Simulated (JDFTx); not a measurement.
# BP (F-43m) in JDFTx: equation of state

How stiff is BP in PBE, and what volume does it want? The cell is scaled to several volumes.

All numbers are computed with JDFTx 1.7.0 (patched build); they aren't measurements. Logs are shortened: lines on timing, memory, paths and dates and some standing lists are left out, and cuts for length are marked. The log counts tension as positive stress, the text compression.

**Measured values to compare with.**

“Equation of state of single-crystal cubic boron phosphide”, 2014, arxiv:1407.1677 reports, for a bulk crystal of BP at 300 K: bulk modulus 179 ± 1 GPa.

The runs below are set against these values where they give the same quantity.

## 1. The structure

Symmetry: F-43m, No. 216, cubic system. Conventional cell: a = 4.538 Å, b = 4.538 Å, c = 4.538 Å, α = 90.00°, β = 90.00°, γ = 90.00°. P (site symmetry -43m) is surrounded by 4 B at 1.97 Å. Around B (site symmetry -43m) lie 4 P at 1.97 Å.

## 2. Equation of state, PBE, 10.98 Å³/atom (volume scaled by 0.94)

BP.in reads:

```
lattice \
    0.0000000000     4.2002581270     4.2002581270 \
    4.2002581270     0.0000000000     4.2002581270 \
    4.2002581270     4.2002581270     0.0000000000
coords-type Lattice
ion P      0.7500000000     0.7500000000     0.7500000000 1
ion B      0.0000000000     0.0000000000     0.0000000000 1

ion-species pseudo/P.upf
ion-species pseudo/B.upf
elec-cutoff 38
elec-ex-corr gga-PBE
kpoint-folding 10 10 10
elec-smearing Fermi 0.0018374661
elec-n-bands 9
electronic-SCF nIterations 100 energyDiffThreshold 1e-08
electronic-minimize nIterations 30 energyDiffThreshold 1e-7
forces-output-coords Cartesian

dump-name run.$VAR
dump End Ecomponents EigStats BandEigs Kpoints Forces Stress
```

Potentials or basis: PseudoDojo-SR-PBE-0.5-standard.

Started as:

```bash
> jdftx -c 1 -i BP.in -o BP.out
```

Log:

```text
*************** JDFTx 1.7.0 (patched build) ***************

Input parsed successfully to the following command list (including defaults):
[... the input with its defaults ...]

---------- Setting up symmetries ----------

Found 48 point-group symmetries of the bravais lattice
Found 24 space-group symmetries with basis
Applied RMS atom displacement 0 bohrs to make symmetries exact.

---------- Initializing the Grid ----------
R =
[            0      4.20026      4.20026  ]
[      4.20026            0      4.20026  ]
[      4.20026      4.20026            0  ]
unit cell volume = 148.203
G =
[  -0.747952   0.747952   0.747952  ]
[   0.747952  -0.747952   0.747952  ]
[   0.747952   0.747952  -0.747952  ]
Minimum fftbox size, Smin = [  36  36  36  ]
Chosen fftbox size, S = [  36  36  36  ]

---------- Exchange Correlation functional ----------
Initalized PBE GGA exchange.
Initalized PBE GGA correlation.

---------- Setting up pseudopotentials ----------
Width of ionic core gaussian charges (only for fluid interactions / plotting) set to 0

Reading pseudopotential file 'pseudo/P.upf':
  'P' pseudopotential, 'PBE' functional
  Generated using ONCVPSP code by D. R. Hamann
  5 valence electrons, 2 orbitals, 6 projectors, 1001 radial grid points, with lMax = 2
    3S    l: 0   occupation:  2.0   eigenvalue: -0.513364
    3P    l: 1   occupation:  3.0   eigenvalue: -0.202372
  Core radius for overlap checks: 1.66 bohrs.

Reading pseudopotential file 'pseudo/B.upf':
  'B' pseudopotential, 'PBE' functional
  Generated using ONCVPSP code by D. R. Hamann
  3 valence electrons, 2 orbitals, 4 projectors, 1001 radial grid points, with lMax = 1
    2S    l: 0   occupation:  2.0   eigenvalue: -0.347027
    2P    l: 1   occupation:  1.0   eigenvalue: -0.132548
  Core radius for overlap checks: 1.18 bohrs.

Initialized 2 species with 2 total atoms.

Folded 1 k-points by 10x10x10 to 1000 k-points.

---------- Setting up k-points, bands, fillings ----------
Adding inversion symmetry to k-mesh for non-inversion-symmetric unit cell.
Reduced to 47 k-points under symmetry.
Computing the number of bands and number of electrons
Calculating initial fillings.
nElectrons:   8.000000   nBands: 9   nStates: 47

----- Setting up reduced wavefunction bases (one per k-point) -----
average nbasis = 1658.361 , ideal nbasis = 1658.163

---------- Setting up ewald sum ----------
Optimum gaussian width for ewald sums = 1.907685 bohr.
Real space sum over 1331 unit cells with max indices [  5  5  5  ]
Reciprocal space sum over 2197 terms with max indices [  6  6  6  ]

---------- Allocating electronic variables ----------
Initializing wave functions:  linear combination of atomic orbitals
Note: number of bands (9) exceeds available atomic orbitals (8)
P pseudo-atom occupations:   s ( 2 )  p ( 3 )
B pseudo-atom occupations:   s ( 2 )  p ( 1 )
	FillingsUpdate:  mu: +0.436281866  nElectrons: 8.000000
LCAOMinimize: Iter:   0  F: -9.3940931495068583  |grad|_K:  4.309e-03  alpha:  1.000e+00
	FillingsUpdate:  mu: +0.432421827  nElectrons: 8.000000
LCAOMinimize: Iter:   1  F: -9.4103541123791157  |grad|_K:  1.800e-04  alpha:  4.765e-01  linmin:  4.310e-01  cgtest: -5.682e-01
	FillingsUpdate:  mu: +0.432000694  nElectrons: 8.000000
[... 5 lines of inner loops ...]
LCAOMinimize: Iter:   4  F: -9.4104009344513386  |grad|_K:  4.456e-08  alpha:  9.456e-01  linmin: -1.636e-03  cgtest:  3.400e-03
	FillingsUpdate:  mu: +0.432189817  nElectrons: 8.000000
LCAOMinimize: Iter:   5  F: -9.4104009344532056  |grad|_K:  7.846e-09  alpha:  4.942e-01  linmin: -3.697e-02  cgtest:  5.314e-02
LCAOMinimize: Converged (|Delta F|<1.000000e-06 for 2 iters).

-------- Electronic minimization -----------
Will mix electronic density at each iteration.
	FillingsUpdate:  mu: +0.432189817  nElectrons: 8.000000
	FillingsUpdate:  mu: +0.382611579  nElectrons: 8.000000
SCF: Cycle:  0   F: -9.480625531363740   dF: -7.022e-02   |Residual|: 6.564e-02   |deigs|: 1.727e-01
	FillingsUpdate:  mu: +0.386077037  nElectrons: 8.000000
SCF: Cycle:  1   F: -9.482596032014138   dF: -1.971e-03   |Residual|: 3.669e-02   |deigs|: 1.235e-02
	FillingsUpdate:  mu: +0.391278617  nElectrons: 8.000000
SCF: Cycle:  2   F: -9.482897667750674   dF: -3.016e-04   |Residual|: 3.492e-03   |deigs|: 5.319e-03
	FillingsUpdate:  mu: +0.391554051  nElectrons: 8.000000
SCF: Cycle:  3   F: -9.482906300945983   dF: -8.633e-06   |Residual|: 1.817e-03   |deigs|: 8.490e-04
	FillingsUpdate:  mu: +0.391845284  nElectrons: 8.000000
SCF: Cycle:  4   F: -9.482907861269508   dF: -1.560e-06   |Residual|: 5.077e-04   |deigs|: 3.343e-04
	FillingsUpdate:  mu: +0.391849511  nElectrons: 8.000000
SCF: Cycle:  5   F: -9.482908320314392   dF: -4.590e-07   |Residual|: 1.578e-04   |deigs|: 2.119e-04
	FillingsUpdate:  mu: +0.391836391  nElectrons: 8.000000
SCF: Cycle:  6   F: -9.482908419406138   dF: -9.909e-08   |Residual|: 4.712e-05   |deigs|: 1.780e-04
	FillingsUpdate:  mu: +0.391845608  nElectrons: 8.000000
SCF: Cycle:  7   F: -9.482908456414222   dF: -3.701e-08   |Residual|: 1.952e-05   |deigs|: 1.569e-04
	FillingsUpdate:  mu: +0.391845053  nElectrons: 8.000000
SCF: Cycle:  8   F: -9.482908465994475   dF: -9.580e-09   |Residual|: 7.419e-06   |deigs|: 1.066e-04
	FillingsUpdate:  mu: +0.391844981  nElectrons: 8.000000
SCF: Cycle:  9   F: -9.482908470795087   dF: -4.801e-09   |Residual|: 4.800e-06   |deigs|: 1.733e-04
SCF: Converged (|Delta E|<1.000000e-08 for 2 iters).

Setting wave functions to eigenvectors of Hamiltonian

# Stress tensor in Cartesian coordinates [Eh/a0^3]:
[ -0.000423282            0            0  ]
[            0 -0.000423282            0  ]
[            0            0 -0.000423282  ]

# Ionic positions in lattice coordinates:
ion P   0.750000000000000   0.750000000000000   0.750000000000000 1
ion B   0.000000000000000   0.000000000000000   0.000000000000000 1

# Forces in Cartesian coordinates:
force P  -0.000000000000000   0.000000000000000  -0.000000000000000 1
force B  -0.000000000000000  -0.000000000000000  -0.000000000000000 1

# Energy components:
   Eewald =      -10.7102578091570990
       EH =        0.6031494147739094
     Eloc =       -2.2242705192317982
      Enl =        1.0299908608043298
      Exc =       -3.3633756357001117
 Exc_core =        0.4118759454674281
       KE =        4.7699792759443804
-------------------------------------
     Etot =       -9.4829084670989623
       TS =        0.0000000036961235
-------------------------------------
        F =       -9.4829084707950866

IonicMinimize: Iter:   0  F: -9.482908470795087  |grad|_K:  1.233e-36
IonicMinimize: Converged (|grad|_K<1.000000e-04).

#--- Lowdin population analysis ---
# oxidation-state P +0.768
# oxidation-state B -0.708

Dumping 'run.eigStats' ...
	eMin: -0.217621 at state 0 ( [ +0.000000 +0.000000 +0.000000 ] spin 0 )
	HOMO: +0.371124 at state 0 ( [ +0.000000 +0.000000 +0.000000 ] spin 0 )
	mu  : +0.391845
	LUMO: +0.414076 at state 27 ( [ +0.000000 +0.400000 +0.400000 ] spin 0 )
	eMax: +0.958282 at state 30 ( [ +0.000000 +0.500000 +0.500000 ] spin 0 )
	HOMO-LUMO gap: +0.042952
	Optical gap  : +0.128936 at state 0 ( [ +0.000000 +0.000000 +0.000000 ] spin 0 )
Done!
[note: mu as printed may lie anywhere between the filled and the empty levels]
```

It took 25 s on 1 thread of Arm Neoverse V2, shared host; peak memory 0.07 GiB.

What came out:

| Property | Result |
| --- | --- |
| Free energy | -258.0431 eV |
| Pressure | 12.5 GPa |
| Band gap on the k mesh | 1.17 eV, indirect (least direct gap 3.51 eV) |
| Loewdin charges | P +0.77; B -0.71 e |

Caveat: the empty levels aren't tightly converged.

## 3. Equation of state, PBE, 11.21 Å³/atom (volume scaled by 0.96)

BP.in: that of step 2 with these lines changed.

```diff
@@ -1,5 +1,5 @@
 lattice \
-    0.0000000000     4.2002581270     4.2002581270 \
-    4.2002581270     0.0000000000     4.2002581270 \
-    4.2002581270     4.2002581270     0.0000000000
+    0.0000000000     4.2298383842     4.2298383842 \
+    4.2298383842     0.0000000000     4.2298383842 \
+    4.2298383842     4.2298383842     0.0000000000
 coords-type Lattice
```

Potentials or basis: PseudoDojo-SR-PBE-0.5-standard.

Started as:

```bash
> jdftx -c 1 -i BP.in -o BP.out
```

Wall time 27 s (1 thread of Arm Neoverse V2, shared host); peak memory 0.07 GiB.

The run converged. Its results:

* Free energy: -258.0733 eV
* Pressure: 8.3 GPa
* Band gap on the k mesh: 1.20 eV, indirect (least direct gap 3.47 eV)
* Loewdin charges: P +0.75; B -0.69 e

Caveat: the empty levels aren't tightly converged.

## 4. Equation of state, PBE, 11.45 Å³/atom (volume scaled by 0.98)

BP.in: that of step 3 with these lines changed.

```diff
@@ -1,5 +1,5 @@
 lattice \
-    0.0000000000     4.2298383842     4.2298383842 \
-    4.2298383842     0.0000000000     4.2298383842 \
-    4.2298383842     4.2298383842     0.0000000000
+    0.0000000000     4.2590106051     4.2590106051 \
+    4.2590106051     0.0000000000     4.2590106051 \
+    4.2590106051     4.2590106051     0.0000000000
 coords-type Lattice
```

Started as:

```bash
> jdftx -c 1 -i BP.in -o BP.out
```

Wall time 27 s (1 thread of Arm Neoverse V2, shared host); peak memory 0.08 GiB.

Results (log left out):

* Free energy: -258.0918 eV
* Pressure: 4.4 GPa
* Band gap on the k mesh: 1.22 eV, indirect (least direct gap 3.44 eV)
* Loewdin charges: P +0.73; B -0.67 e

Caveat: the empty levels aren't tightly converged.

## 5. Equation of state, PBE, 11.68 Å³/atom

BP.in: that of step 4 with these lines changed.

```diff
@@ -1,5 +1,5 @@
 lattice \
-    0.0000000000     4.2590106051     4.2590106051 \
-    4.2590106051     0.0000000000     4.2590106051 \
-    4.2590106051     4.2590106051     0.0000000000
+    0.0000000000     4.2877885768     4.2877885768 \
+    4.2877885768     0.0000000000     4.2877885768 \
+    4.2877885768     4.2877885768     0.0000000000
 coords-type Lattice
```

Started as:

```bash
> jdftx -c 1 -i BP.in -o BP.out
```

Wall time 27 s (1 thread of Arm Neoverse V2, shared host); peak memory 0.08 GiB.

The run converged. Its results:

```
Free energy            : -258.0997 eV
Pressure               : 1.0 GPa
Band gap on the k mesh : 1.25 eV, indirect (least direct gap 3.41 eV)
Loewdin charges        : P +0.71; B -0.66 e
```

Caveat: the empty levels aren't tightly converged.

## 6. Equation of state, PBE, 11.92 Å³/atom (volume scaled by 1.02)

BP.in: that of step 5 with these lines changed.

```diff
@@ -1,5 +1,5 @@
 lattice \
-    0.0000000000     4.2877885768     4.2877885768 \
-    4.2877885768     0.0000000000     4.2877885768 \
-    4.2877885768     4.2877885768     0.0000000000
+    0.0000000000     4.3161853552     4.3161853552 \
+    4.3161853552     0.0000000000     4.3161853552 \
+    4.3161853552     4.3161853552     0.0000000000
 coords-type Lattice
```

Potentials or basis: PseudoDojo-SR-PBE-0.5-standard.

Started as:

```bash
> jdftx -c 1 -i BP.in -o BP.out
```

It took 27 s on 1 thread of Arm Neoverse V2, shared host; peak memory 0.08 GiB.

It converged, with:

* Free energy: -258.0980 eV
* Pressure: -2.2 GPa
* Band gap on the k mesh: 1.28 eV, indirect (least direct gap 3.38 eV)
* Loewdin charges: P +0.70; B -0.64 e

Caveat: the empty levels aren't tightly converged.

## 7. Equation of state, PBE, 12.15 Å³/atom (volume scaled by 1.04)

BP.in: that of step 6 with these lines changed.

```diff
@@ -1,5 +1,5 @@
 lattice \
-    0.0000000000     4.3161853552     4.3161853552 \
-    4.3161853552     0.0000000000     4.3161853552 \
-    4.3161853552     4.3161853552     0.0000000000
+    0.0000000000     4.3442133182     4.3442133182 \
+    4.3442133182     0.0000000000     4.3442133182 \
+    4.3442133182     4.3442133182     0.0000000000
 coords-type Lattice
```

Started as:

```bash
> jdftx -c 1 -i BP.in -o BP.out
```

Run time: 27 s. Hardware: 1 thread of Arm Neoverse V2, shared host; peak memory 0.08 GiB.

The run converged. Its results:

```yaml
Free_energy: -258.0875 eV
Pressure: -5.0 GPa
Band_gap_on_the_k_mesh: 1.30 eV, indirect (least direct gap 3.35 eV)
Loewdin_charges: P +0.68; B -0.63 e
```

Caveat: the empty levels aren't tightly converged.

## 8. Equation of state, PBE, 12.38 Å³/atom (volume scaled by 1.06)

BP.in: that of step 7 with these lines changed.

```diff
@@ -1,5 +1,5 @@
 lattice \
-    0.0000000000     4.3442133182     4.3442133182 \
-    4.3442133182     0.0000000000     4.3442133182 \
-    4.3442133182     4.3442133182     0.0000000000
+    0.0000000000     4.3718842128     4.3718842128 \
+    4.3718842128     0.0000000000     4.3718842128 \
+    4.3718842128     4.3718842128     0.0000000000
 coords-type Lattice
```

Potentials or basis: PseudoDojo-SR-PBE-0.5-standard.

Started as:

```bash
> jdftx -c 1 -i BP.in -o BP.out
```

Log:

```text
*************** JDFTx 1.7.0 (patched build) ***************

Input parsed successfully to the following command list (including defaults):
[... the input with its defaults ...]

---------- Setting up symmetries ----------

Found 48 point-group symmetries of the bravais lattice
Found 24 space-group symmetries with basis
Applied RMS atom displacement 0 bohrs to make symmetries exact.

---------- Initializing the Grid ----------
R =
[            0      4.37188      4.37188  ]
[      4.37188            0      4.37188  ]
[      4.37188      4.37188            0  ]
unit cell volume = 167.123
G =
[   -0.71859    0.71859    0.71859  ]
[    0.71859   -0.71859    0.71859  ]
[    0.71859    0.71859   -0.71859  ]
Minimum fftbox size, Smin = [  36  36  36  ]
Chosen fftbox size, S = [  36  36  36  ]

---------- Exchange Correlation functional ----------
Initalized PBE GGA exchange.
Initalized PBE GGA correlation.

---------- Setting up pseudopotentials ----------
Width of ionic core gaussian charges (only for fluid interactions / plotting) set to 0

Reading pseudopotential file 'pseudo/P.upf':
  'P' pseudopotential, 'PBE' functional
  Generated using ONCVPSP code by D. R. Hamann
  5 valence electrons, 2 orbitals, 6 projectors, 1001 radial grid points, with lMax = 2
    3S    l: 0   occupation:  2.0   eigenvalue: -0.513364
    3P    l: 1   occupation:  3.0   eigenvalue: -0.202372
  Core radius for overlap checks: 1.66 bohrs.
[... 55 lines left out ...]
	FillingsUpdate:  mu: +0.334808611  nElectrons: 8.000000
SCF: Cycle:  4   F: -9.483863572110405   dF: -2.028e-06   |Residual|: 4.474e-04   |deigs|: 6.050e-04
	FillingsUpdate:  mu: +0.334819397  nElectrons: 8.000000
SCF: Cycle:  5   F: -9.483864056687754   dF: -4.846e-07   |Residual|: 1.551e-04   |deigs|: 2.792e-04
	FillingsUpdate:  mu: +0.334802651  nElectrons: 8.000000
SCF: Cycle:  6   F: -9.483864176789590   dF: -1.201e-07   |Residual|: 6.280e-05   |deigs|: 2.079e-04
	FillingsUpdate:  mu: +0.334815821  nElectrons: 8.000000
SCF: Cycle:  7   F: -9.483864227133321   dF: -5.034e-08   |Residual|: 2.017e-05   |deigs|: 2.539e-04
	FillingsUpdate:  mu: +0.334815063  nElectrons: 8.000000
SCF: Cycle:  8   F: -9.483864239711268   dF: -1.258e-08   |Residual|: 1.055e-05   |deigs|: 1.289e-04
	FillingsUpdate:  mu: +0.334815851  nElectrons: 8.000000
SCF: Cycle:  9   F: -9.483864245958520   dF: -6.247e-09   |Residual|: 4.661e-06   |deigs|: 1.311e-04
	FillingsUpdate:  mu: +0.334815159  nElectrons: 8.000000
SCF: Cycle: 10   F: -9.483864247424490   dF: -1.466e-09   |Residual|: 6.009e-07   |deigs|: 8.900e-05
SCF: Converged (|Delta E|<1.000000e-08 for 2 iters).

Setting wave functions to eigenvectors of Hamiltonian

# Stress tensor in Cartesian coordinates [Eh/a0^3]:
[  0.000259127            0            0  ]
[            0  0.000259127            0  ]
[            0            0  0.000259127  ]

# Ionic positions in lattice coordinates:
ion P   0.750000000000000   0.750000000000000   0.750000000000000 1
ion B   0.000000000000000   0.000000000000000   0.000000000000000 1

# Forces in Cartesian coordinates:
force P   0.000000000000000   0.000000000000000   0.000000000000000 1
force B   0.000000000000000  -0.000000000000000   0.000000000000000 1

# Energy components:
   Eewald =      -10.2898076013696773
       EH =        0.6579029048780430
     Eloc =       -2.5429457013221195
      Enl =        1.0318934580591399
      Exc =       -3.2848281356420150
 Exc_core =        0.4118757364323504
       KE =        4.5320450923546414
-------------------------------------
     Etot =       -9.4838642466096399
       TS =        0.0000000008148502
-------------------------------------
        F =       -9.4838642474244903

IonicMinimize: Iter:   0  F: -9.483864247424490  |grad|_K:        nan
IonicMinimize: None of the convergence criteria satisfied after 0 iterations.

#--- Lowdin population analysis ---
# oxidation-state P +0.667
# oxidation-state B -0.612

Dumping 'run.eigStats' ...
	eMin: -0.238251 at state 0 ( [ +0.000000 +0.000000 +0.000000 ] spin 0 )
	HOMO: +0.311082 at state 0 ( [ +0.000000 +0.000000 +0.000000 ] spin 0 )
	mu  : +0.334815
	LUMO: +0.359835 at state 27 ( [ +0.000000 +0.400000 +0.400000 ] spin 0 )
	eMax: +0.844974 at state 30 ( [ +0.000000 +0.500000 +0.500000 ] spin 0 )
	HOMO-LUMO gap: +0.048753
	Optical gap  : +0.122237 at state 0 ( [ +0.000000 +0.000000 +0.000000 ] spin 0 )
Done!
[note: mu as printed may lie anywhere between the filled and the empty levels]
```

Wall time 28 s (1 thread of Arm Neoverse V2, shared host); peak memory 0.08 GiB.

Results:

```yaml
Free_energy: -258.0691 eV
Pressure: -7.6 GPa
Band_gap_on_the_k_mesh: 1.33 eV, indirect (least direct gap 3.33 eV)
Loewdin_charges: P +0.67; B -0.61 e
```

Caveat: the empty levels aren't tightly converged.

## 9. Equation of state, PBE

Potentials or basis: PseudoDojo-SR-PBE-0.5-standard.

This step only gathers the single runs of the series.

Results:

```yaml
Equilibrium_volume: 11.75 Å³/atom
Bulk_modulus: 161 GPa
Pressure_derivative_of_the_bulk_modulus: 3.8
```

Energy against volume, from the lowest point:
| volume (Å³/atom) | energy (meV/atom) |
| --- | --- |
| 10.981 | 28.32 |
| 11.214 | 13.22 |
| 11.448 | 3.96 |
| 11.682 | 0.00 |
| 11.915 | 0.86 |
| 12.149 | 6.09 |
| 12.383 | 15.31 |

Caveat: the empty levels aren't tightly converged.

## 10. Comparison with measurements

Step 9. A measured bulk modulus of BP is 179 GPa (300 K; “Equation of state of single-crystal cubic boron phosphide”, 2014, arxiv:1407.1677); the calculated 161 GPa misses it by -9.9 %. 3 values of this kind are on record (173 to 179 GPa); this one was drawn at random among those near their median, those with a stated uncertainty first. The fit is for a static lattice scaled at fixed shape and fixed fractional positions.
